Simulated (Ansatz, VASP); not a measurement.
## One calculation of SnTe, two programs

```xyz
2
Lattice="0.0000 3.6111 3.6111 3.6111 0.0000 3.6111 3.6111 3.6111 0.0000" Properties=species:S:1:pos:R:3 pbc="T T T"
Sn    0.0000    0.0000    0.0000
Te    5.4167    5.4167    5.4167
```

Measurements of this composition are mostly on another form, of space group No. 225.

Alike in both runs: task relaxation of cell and atoms; functional LDA; k mesh 6 × 6 × 6; occupations fermi-dirac, width 0.05 eV; no spin polarisation.

|  | VASP | Ansatz |
| --- | --- | --- |
| version | VASP 6.6.1 | Ansatz 0.2.0 |
| potentials or method | VASP PAW LDA potentials, release 64 (Sn_d, Te) | plane waves, PAW |
| plane-wave cutoff (eV) | 600 | 420 |
| valence electrons in the cell | 20 | 30 |

VASP gave:

* relaxed volume (Å³/atom): 43.03
* relaxed cell length with the largest relative difference (Å): 4.956
* energy change over the relaxation (meV/atom): -29

Problem. Which values does Ansatz return?

Solution. Relaxed volume (Å³/atom): 42.93; relaxed cell length with the largest relative difference (Å): 4.952; energy change over the relaxation (meV/atom): -31.

The two sets of potentials don't hold the same shells in valence.

Spin-orbit coupling is left out, which matters for the levels of Te.
